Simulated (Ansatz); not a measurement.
# AlP: further runs on the relaxed cell, part 2 of 3

The task, for AlP: see whether it has a gap, which orbitals make up the states near it and how charge is shared and relax it again with other functionals.

Ansatz 0.2.0; DFT PBE, scalar-relativistic, plane waves, PAW. Steps at another level of theory say so in their titles or inputs.

## (4) The cell under LDA

The COD entry's cell or inner coordinates are ideal or old and differ from later refinements, so a difference from it is no clean test against experiment.

File input.yaml:

```yaml
crystal:
  lattice:
    - [0.0, 2.7534005752, 2.7534005752]
    - [2.7534005752, 0.0, 2.7534005752]
    - [2.7534005752, 2.7534005752, 0.0]
  atoms:
    - { symbol: Al, position: [0.0, 0.0, 0.0] }
    - { symbol: P, position: [0.25, 0.25, 0.25] }
basis:
  ecutwfc: 420
kpoints:
  mp_grid: { grid: [8, 8, 8] }
hamiltonian:
  xc: lda
scf:
  occupations: { method: gaussian, width: 0.02 }
output:
  forces: true
  stress: true
  eigenvalues: true
  write_density: true
  write_potential: true
  elf: true
  volumetric_format: npy
relax:
  adjacent_minimum: "off"
  f_tol: 0.005
  max_steps: 50
  cell: { stress_tol: 0.05 }
```

Started as:

```sh
> ansatz run input.yaml --threads 1 --pin off --max-ram 2560MiB --backend cpu --events-out ev --progress --plain --runs-dir out
```

The log of the run:

```text
Warning: RAYON_NUM_THREADS=1 ignored (pool sized by the plan → 1); use --threads N
Engine: ansatz 0.2.0, aarch64-unknown-linux-gnu
Pseudopotentials: kind: paw
Pseudopotential: Al, paw, valence charge 3, recommended cutoff 420 eV (normal), Al.paw.azcp
Pseudopotential: P, paw, valence charge 5, recommended cutoff 420 eV (normal), P.paw.azcp
Functional definition: SPW92
  exchange = slater_x
  correlation = pw_c
Crystal: 2 atoms, lattice volume = 41.748 Å³
Basis set: ecut = 420 eV, 869 PW (Γ)
Bands: 8, of which v1, the nominal top of the filled ones, is band 4 counted from 1 (3 counted from 0)
Symmetry: 24 space group operations
Space group: F-43m (ITA 216), of the structure as read, at distance tolerance 3.5e-5 Å
k-points: 29 of 512 (time reversal used)
Non-local potential: Al, projectors of the file, l = 0: 2, l = 1: 2, l = 2: 1
Non-local potential: P, projectors of the file, l = 0: 2, l = 1: 2, l = 2: 2
PAW form: soft (Blöchl's): semilocal exchange-correlation on the pseudo side does not see the compensation charge
PAW frozen core: Al, regenerated for the run's functional, and the local potential with it (the file was generated under x = pbe(κ = 0.804, μ = 0.2195149727645171), c = pbe(β = 0.06672455060314922))
PAW frozen core: P, regenerated for the run's functional, and the local potential with it (the file was generated under x = pbe(κ = 0.804, μ = 0.2195149727645171), c = pbe(β = 0.06672455060314922))
PAW one-centre angular grid: Al, 110 points (default); XC on 64 Gauss nodes
PAW one-centre angular grid: P, 110 points (default); XC on 64 Gauss nodes
Initial density: superposition of atomic densities (neutral atoms: chi_scale 0, normalization atom), corrected by the library's trained network
Initial wavefunctions: pseudopotential atomic-orbital guess
Functional: x = slater, c = lda
SCF iter   1: F=—  HF=-1240.026429 eV  |F-HF|=—  |Δ(HF+E_count)|=         —  Δρ=4.38e-3  dr2=8.55e-3  ethr=1.77e-3  ⟨swp⟩=6.4  Hψ=2258  notcnv=0
preconditioner: auto → none  [insulator: Δε(μ)=1.453 eV  Ē_g=9.738 eV  σ=0.020 eV  W_gap=1.00  n_scr=8 (ndim 8)  ℏωp=16.3 eV  f_vac=0.000  D(μ)=0.00/eV (n_scr^D=0)  ε∞_Penn≈3.8]
SCF iter   2: F=—  HF=-1240.024055 eV  |F-HF|=—  |Δ(HF+E_count)|=   2.37e-3  Δρ=1.95e-3  dr2=9.81e-4  ethr=1.07e-4  ⟨swp⟩=2.4  Hψ=640  notcnv=0
SCF iter   3: F=—  HF=-1240.023870 eV  |F-HF|=—  |Δ(HF+E_count)|=   1.85e-4  Δρ=5.33e-4  dr2=1.02e-4  ethr=1.23e-5  ⟨swp⟩=2.0  Hψ=321  notcnv=0
SCF iter   4: F=—  HF=-1240.023855 eV  |F-HF|=—  |Δ(HF+E_count)|=   1.54e-5  Δρ=3.44e-5  dr2=3.62e-7  ethr=1.28e-6  ⟨swp⟩=2.0  Hψ=313  notcnv=0
SCF iter   5: F=—  HF=-1240.023855 eV  |F-HF|=—  |Δ(HF+E_count)|=   1.02e-7  Δρ=7.27e-6  dr2=1.81e-8  ethr=4.53e-9  ⟨swp⟩=2.2  Hψ=366  notcnv=0
SCF iter   6: F=-1240.023855 eV  HF=-1240.023855 eV  |F-HF|=4.51e-10  |Δ(HF+E_count)|=   5.08e-9  Δρ=2.50e-6  dr2=1.58e-9  ethr=2.26e-10  ⟨swp⟩=7.2  Hψ=1695  notcnv=0
SCF 1 converged in 6 iterations: F = -1240.023855 eV  dr2 = 1.58e-9
relax step   1: F+E_penalty+E_count = -1240.02385511 eV  Δ(F+E_penalty+E_count) = +0.000e0 eV  max|allowed force component| = 2.035e-16 eV/Å  Δτ_max = 0.0000 Å  P = -3.314 GPa  Ω = 41.748 Å³  (6 SCF iters, dr2 threshold 1.00e-7 eV, accepted)
Crystal: 2 atoms, lattice volume = 40.496 Å³
Basis set: ecut = 420 eV, 749 PW (Γ)
Initial density: handed on by an earlier stage of this run
Initial wavefunctions: those handed on with the density
iter 1 solved again at ethr=2.73e-5 eV; its pass at ethr=3.10e-3 eV (dr2=2.18e-3 eV) is discarded
SCF iter   1: F=—  HF=-1240.041560 eV  |F-HF|=—  |Δ(HF+E_count)|=         —  Δρ=1.81e-3  dr2=2.20e-3  ethr=2.73e-5  ⟨swp⟩=2.1  Hψ=2407  notcnv=0
preconditioner: auto → none  [insulator: Δε(μ)=1.470 eV  Ē_g=9.918 eV  σ=0.020 eV  W_gap=1.00  n_scr=8 (ndim 8)  ℏωp=16.5 eV  f_vac=0.000  D(μ)=0.00/eV (n_scr^D=0)  ε∞_Penn≈3.8]
SCF iter   2: F=—  HF=-1240.040710 eV  |F-HF|=—  |Δ(HF+E_count)|=   8.50e-4  Δρ=5.95e-4  dr2=1.54e-4  ethr=2.73e-5  ⟨swp⟩=2.9  Hψ=453  notcnv=0
SCF iter   3: F=—  HF=-1240.040640 eV  |F-HF|=—  |Δ(HF+E_count)|=   7.04e-5  Δρ=1.64e-4  dr2=1.37e-5  ethr=1.93e-6  ⟨swp⟩=2.1  Hψ=330  notcnv=0
SCF iter   4: F=—  HF=-1240.040634 eV  |F-HF|=—  |Δ(HF+E_count)|=   5.67e-6  Δρ=3.57e-5  dr2=3.86e-7  ethr=1.71e-7  ⟨swp⟩=2.4  Hψ=355  notcnv=0
SCF iter   5: F=-1240.040634 eV  HF=-1240.040634 eV  |F-HF|=8.39e-10  |Δ(HF+E_count)|=   1.49e-7  Δρ=1.65e-6  dr2=1.21e-9  ethr=2.50e-9  ⟨swp⟩=10.5  Hψ=1747  notcnv=0
SCF 2 converged in 5 iterations: F = -1240.040634 eV  dr2 = 1.21e-9
relax step   2: F+E_penalty+E_count = -1240.04063398 eV  Δ(F+E_penalty+E_count) = -1.678e-2 eV  max|allowed force component| = 5.782e-17 eV/Å  Δτ_max = 0.0000 Å  P = -0.828 GPa  Ω = 40.496 Å³  energy of the carried Pulay correction = +3.320e-4 eV  (5 SCF iters, dr2 threshold 2.00e-7 eV, accepted)
Crystal: 2 atoms, lattice volume = 40.095 Å³
iter 1 solved again at ethr=3.02e-6 eV; its pass at ethr=3.10e-3 eV (dr2=2.41e-4 eV) is discarded
SCF iter   1: F=—  HF=-1240.041821 eV  |F-HF|=—  |Δ(HF+E_count)|=         —  Δρ=6.03e-4  dr2=2.44e-4  ethr=3.02e-6  ⟨swp⟩=2.2  Hψ=2262  notcnv=0
preconditioner: auto → none  [insulator: Δε(μ)=1.430 eV  Ē_g=9.958 eV  σ=0.020 eV  W_gap=1.00  n_scr=8 (ndim 8)  ℏωp=16.6 eV  f_vac=0.000  D(μ)=0.00/eV (n_scr^D=0)  ε∞_Penn≈3.8]
SCF iter   2: F=—  HF=-1240.041728 eV  |F-HF|=—  |Δ(HF+E_count)|=   9.25e-5  Δρ=1.99e-4  dr2=1.70e-5  ethr=3.02e-6  ⟨swp⟩=2.3  Hψ=356  notcnv=0
SCF iter   3: F=—  HF=-1240.041720 eV  |F-HF|=—  |Δ(HF+E_count)|=   8.48e-6  Δρ=5.49e-5  dr2=1.45e-6  ethr=2.13e-7  ⟨swp⟩=2.0  Hψ=325  notcnv=0
SCF iter   4: F=-1240.041719 eV  HF=-1240.041719 eV  |F-HF|=1.71e-8  |Δ(HF+E_count)|=   6.08e-7  Δρ=1.16e-5  dr2=3.99e-8  ethr=2.50e-9  ⟨swp⟩=11.1  Hψ=1845  notcnv=0
SCF 3 converged in 4 iterations: F = -1240.041719 eV  dr2 = 3.99e-8
relax step   3: F+E_penalty+E_count = -1240.04171887 eV  Δ(F+E_penalty+E_count) = -1.085e-3 eV  max|allowed force component| = 5.551e-17 eV/Å  Δτ_max = 0.0000 Å  P = +0.054 GPa  Ω = 40.095 Å³  energy of the carried Pulay correction = +4.403e-4 eV  (4 SCF iters, dr2 threshold 2.00e-7 eV, accepted)
Crystal: 2 atoms, lattice volume = 40.119 Å³
iter 1 solved again at ethr=1.23e-8 eV; its pass at ethr=3.10e-3 eV (dr2=9.85e-7 eV) is discarded
SCF iter   1: F=—  HF=-1240.041717 eV  |F-HF|=—  |Δ(HF+E_count)|=         —  Δρ=3.90e-5  dr2=9.83e-7  ethr=1.23e-8  ⟨swp⟩=2.2  Hψ=2189  notcnv=0
preconditioner: auto → none  [insulator: Δε(μ)=1.419 eV  Ē_g=9.951 eV  σ=0.020 eV  W_gap=1.00  n_scr=8 (ndim 8)  ℏωp=16.6 eV  f_vac=0.000  D(μ)=0.00/eV (n_scr^D=0)  ε∞_Penn≈3.8]
SCF iter   2: F=—  HF=-1240.041716 eV  |F-HF|=—  |Δ(HF+E_count)|=   3.74e-7  Δρ=1.07e-5  dr2=5.70e-8  ethr=1.23e-8  ⟨swp⟩=2.5  Hψ=356  notcnv=0
SCF iter   3: F=-1240.041716 eV  HF=-1240.041716 eV  |F-HF|=2.18e-9  |Δ(HF+E_count)|=   2.58e-8  Δρ=2.54e-6  dr2=3.36e-9  ethr=9.17e-11  ⟨swp⟩=8.9  Hψ=1453  notcnv=0
SCF 4 converged in 3 iterations: F = -1240.041716 eV  dr2 = 3.36e-9
relax step   4: F+E_penalty+E_count = -1240.04171632 eV  Δ(F+E_penalty+E_count) = +2.557e-6 eV  max|allowed force component| = 5.320e-17 eV/Å  Δτ_max = 0.0000 Å  P = -0.001 GPa  Ω = 40.119 Å³  energy of the carried Pulay correction = +4.337e-4 eV  (3 SCF iters, dr2 threshold 7.34e-9 eV, accepted)
Initial wavefunctions: pseudopotential atomic-orbital guess (no wavefunctions were taken with the density)
iter 1 solved again at ethr=1.34e-7 eV; its pass at ethr=3.10e-3 eV (dr2=1.07e-5 eV) is discarded
SCF iter   1: F=—  HF=-1240.041339 eV  |F-HF|=—  |Δ(HF+E_count)|=         —  Δρ=3.52e-5  dr2=4.90e-8  ethr=1.34e-7  ⟨swp⟩=3.2  Hψ=3016  notcnv=0
preconditioner: auto → none  [insulator: Δε(μ)=1.420 eV  Ē_g=9.951 eV  σ=0.020 eV  W_gap=1.00  n_scr=8 (ndim 8)  ℏωp=16.6 eV  f_vac=0.000  D(μ)=0.00/eV (n_scr^D=0)  ε∞_Penn≈3.8]
SCF iter   2: F=—  HF=-1240.041340 eV  |F-HF|=—  |Δ(HF+E_count)|=   6.55e-7  Δρ=1.77e-5  dr2=1.16e-8  ethr=6.12e-10  ⟨swp⟩=2.7  Hψ=361  notcnv=0
SCF iter   3: F=—  HF=-1240.041340 eV  |F-HF|=—  |Δ(HF+E_count)|=   4.44e-8  Δρ=1.10e-6  dr2=3.72e-10  ethr=1.45e-10  ⟨swp⟩=2.1  Hψ=349  notcnv=0
SCF iter   4: F=-1240.041340 eV  HF=-1240.041340 eV  |F-HF|=4.55e-13  |Δ(HF+E_count)|=  2.98e-11  Δρ=2.30e-7  dr2=8.75e-12  ethr=1.00e-12  ⟨swp⟩=5.8  Hψ=1470  notcnv=0
SCF 5 converged in 4 iterations: F = -1240.041340 eV  dr2 = 8.75e-12
relax step   5: F+E_penalty+E_count = -1240.04133983 eV  Δ(F+E_penalty+E_count) = +3.765e-4 eV  max|allowed force component| = 5.089e-17 eV/Å  Δτ_max = 0.0000 Å  P = -0.015 GPa  Ω = 40.119 Å³  stress off target by 1.46e-2 GPa  SCF on the basis re-selected at this cell (its energy is not comparable with the rows above)  (4 SCF iters)
basis re-selected at this cell: Δ(F+E_penalty+E_count) = +3.765e-4 eV, ΔP = -0.014 GPa vs the last step (what re-selecting the basis moved, of the pressure what is left beyond the Pulay correction that the steps carried, after the strain that the cell walked since its last selection, with what the two solves' SCF thresholds leave and, on support functions, any second-order correction that the steps lacked; it is no measure of the basis error at this ecutwfc). This SCF's stress stands 1.46e-2 GPa from its target on what of the cell is left free (relax.cell.stress_tol is 5.00e-2 GPa) and its largest allowed force component is 5.09e-17 eV/Å (relax.f_tol is 5.00e-3 eV/Å): within both
SCF converged after 4 iterations
Free energy (F): -1240.041340 eV
Harris-Foulkes:  -1240.041340 eV  (|F-HF|=4.55e-13)
Internal energy: -1240.041340 eV  (E = F + TS)
E sigma→0 (E₀):  -1240.041340 eV
Fermi energy:    5.712890 eV
--- Per-component energies (eV) ---
  E_band       = 4.069153
  E_kinetic    = 94.518375
  E_local      = -83.076683  (includes V_loc(G=0)·N_el)
  E_nonlocal   = 46.742463
  E_hartree    = 24.526666
  E_xc         = -100.917293
  E_vxc        = -90.669791  (∫ρ·V_xc dr)
  E_paw        = -983.600528  (= ΣΔE_a)
  E_vpaw       = -12.498558  (= ΣTr[D̂ρ^β])
  E_aug_tail   = -0.000001  (compensation charges beyond the density's cutoff)
  E_ewald      = -238.407406
  E_core_change = 0.173068  (= ΣΔE_core)
  E_smearing   = -0.000000  (= −TS)
  E_closure    = -0.000000  (closes the sum)
  Σ components = -1240.041340   (vs F -1240.041340, Δ=0.00e0)
--- Forces (eV/Å), atoms counted from 1 ---
  atom   1  Al     0.00000000    -0.00000000    -0.00000000
  atom   2  P     -0.00000000     0.00000000    -0.00000000
  max |Σ_I F_I| component: 6.94e-17 eV/Å
--- Stress (GPa, compression-positive) ---
       -0.014613       0.000000      -0.000000
        0.000000      -0.014613       0.000000
        0.000000       0.000000      -0.014613
  P = ⅓ Tr σ = -0.0146 GPa (-0.146 kbar)
--- Band table (eV; the first three rows and the last of 29) ---
  k-point 0: bands = ["-6.5870", "5.0030", "5.0030", "5.0030", "8.2301", "9.4979", "9.4979", "9.4979"]
  k-point 1: bands = ["-6.4111", "3.7514", "4.8516", "4.8516", "8.6415", "9.7843", "9.7843", "10.0308"]
  k-point 2: bands = ["-5.9148", "1.7686", "4.5527", "4.5527", "8.2404", "10.0857", "10.0857", "11.8701"]
  k-point 28: bands = ["-4.1219", "0.0098", "1.7411", "2.1082", "9.2226", "10.9114", "11.0195", "11.3038"]
--- Relaxed structure (4 steps of the walk, 4 accepted, 1 SCFs on fresh bases) ---
  F+E_penalty+E_count = -1240.04133983 eV   max|allowed force component| = 5.089e-17 eV/Å   (the final SCF, on the basis selected at the relaxed cell)
  cell:  # Å, volume = 40.1193 Å³
    - [6.001989986404941e-34, 2.7171146425256336, 2.7171146425256336]
    - [2.7171146425256336, 4.84697264629193e-33, 2.7171146425256336]
    - [2.7171146425256336, 2.7171146425256336, 5.421694784767945e-33]
  atoms:
    - { symbol: Al, position: [-4.32890127195241e-34, 6.543899776767949e-34, 7.095827858148796e-34] }
    - { symbol: P, position: [0.25, 0.25, 0.25] }
```

Run time: 9 s. Hardware: 1 thread of an Arm CPU, shared host; peak memory 0.28 GiB.

Step by step:

| step | energy from step 1 (eV/cell) | largest force component (eV/Å) | pressure (GPa) | volume (Å³) |
| --- | --- | --- | --- | --- |
| 1 | 0.0000 | 0.0000 | -3.31 | 41.75 |
| 2 | -0.0168 | 0.0000 | -0.83 | 40.50 |
| 3 | -0.0179 | 0.0000 | 0.05 | 40.09 |
| 4 | -0.0179 | 0.0000 | 0.00 | 40.12 |
| 5 | -0.0175 | 0.0000 | -0.01 | 40.12 |

Step 1 is the start. Step 5 repeats the geometry before it on a plane-wave basis chosen anew for that cell, so its energy need not be comparable with the rows above.

Lengths and angles in the start's conventional setting:

|  | before | after | change |
| --- | --- | --- | --- |
| a (Å) | 5.507 | 5.434 | -1.3 % |
| b (Å) | 5.507 | 5.434 | -1.3 % |
| c (Å) | 5.507 | 5.434 | -1.3 % |
| volume (Å³/atom) | 20.87 | 20.06 | -3.9 % |
| shortest distance (Å) | 2.385 | 2.353 | -1.3 % |
| space group (0.01 Å) | F-43m | F-43m | same |

Forces and stress were held to the start's 24 operations: a distortion of lower symmetry was not tested.

The maps below are laid out on this run's own conventional cell (a, b, c = 5.434, 5.434, 5.434 Å).

Density in a lattice plane of the grid's cell (edges 5.43 and 5.43 Å, at 0.000 of the third edge), which holds Al.

Ten even steps from ' ' (0.02 e/Å³) to '@' (0.23 e/Å³):
```
::::==##%%##++--::..          ..::--++##%%##==::
==++##@@@@##**==::....      ....::==**##@@@@##++
##%%@@@@@@%%##++==--::......::--==++##%%@@@@@@%%
####%%%%%%%%##**++==----::----==++**##%%%%%%%%##
==++++**##%%%%%%##**++++==++++**##%%%%%%##**++++
::----==++**##%%%%%%%%######%%%%%%%%##**++==----
....::--==++##%%@@@@@@%%##%%@@@@@@%%##++==--::..
    ....::==**##@@@@##++==++##@@@@##**==::....  
      ..::--++##%%##==::::::==##%%##++--::..    
      ....--==**##**--::..::--**##**==--....    
      ..::--++##%%##==::::::==##%%##++--::..    
    ....::==**##@@@@##++==++##@@@@##**==::....  
....::--==++##%%@@@@@@%%##%%@@@@@@%%##++==--::..
::----==++**##%%%%%%%%######%%%%%%%%##**++==----
==++++**##%%%%%%##**++++==++++**##%%%%%%##**++++
####%%%%%%%%##**++==----::----==++**##%%%%%%%%##
##%%@@@@@@%%##++==--::......::--==++##%%@@@@@@%%
==++##@@@@##**==::....      ....::==**##@@@@##++
::::==##%%##++--::..          ..::--++##%%##==::
..::--**##**==--....          ....--==**##**--::
```
Columns run along the first of these edges and rows up along the second, over one cell in 24 and 20 even steps from the bottom left corner. Atoms in the plane (fractional): Al at (0.00, 0.00), Al at (0.50, 0.50).

ELF in the same plane.

Values, 12 rows by 12 columns:
```
0.03 0.22 0.58 0.43 0.19 0.06 0.03 0.06 0.19 0.42 0.58 0.22
0.32 0.58 0.72 0.60 0.40 0.19 0.10 0.19 0.40 0.60 0.72 0.58
0.27 0.42 0.60 0.64 0.60 0.43 0.27 0.43 0.60 0.64 0.60 0.42
0.10 0.19 0.40 0.60 0.72 0.58 0.31 0.58 0.72 0.60 0.40 0.19
0.03 0.06 0.19 0.42 0.58 0.22 0.03 0.22 0.58 0.43 0.19 0.06
0.01 0.03 0.10 0.27 0.32 0.03 0.13 0.03 0.31 0.27 0.10 0.03
0.03 0.06 0.19 0.42 0.58 0.22 0.03 0.22 0.58 0.43 0.19 0.06
0.10 0.19 0.40 0.60 0.72 0.58 0.32 0.58 0.72 0.60 0.40 0.19
0.27 0.43 0.60 0.64 0.60 0.42 0.27 0.42 0.60 0.64 0.60 0.43
0.31 0.58 0.72 0.60 0.40 0.19 0.10 0.19 0.40 0.60 0.72 0.58
0.03 0.22 0.58 0.43 0.19 0.06 0.03 0.06 0.19 0.42 0.58 0.22
0.13 0.03 0.31 0.27 0.10 0.03 0.01 0.03 0.10 0.27 0.32 0.03
```
Columns run along the first of these edges and rows up along the second, over one cell in 12 and 12 even steps from the bottom left corner. Atoms in the plane (fractional): Al at (0.00, 0.00), Al at (0.50, 0.50).

Both are smooth fields of the valence electrons: close to the nuclei they are not physical.

The highest ELF values outside the cores: 0.94 on the P–Al line, 1.1 Å from P.

(Continued in part 3 of 3.)
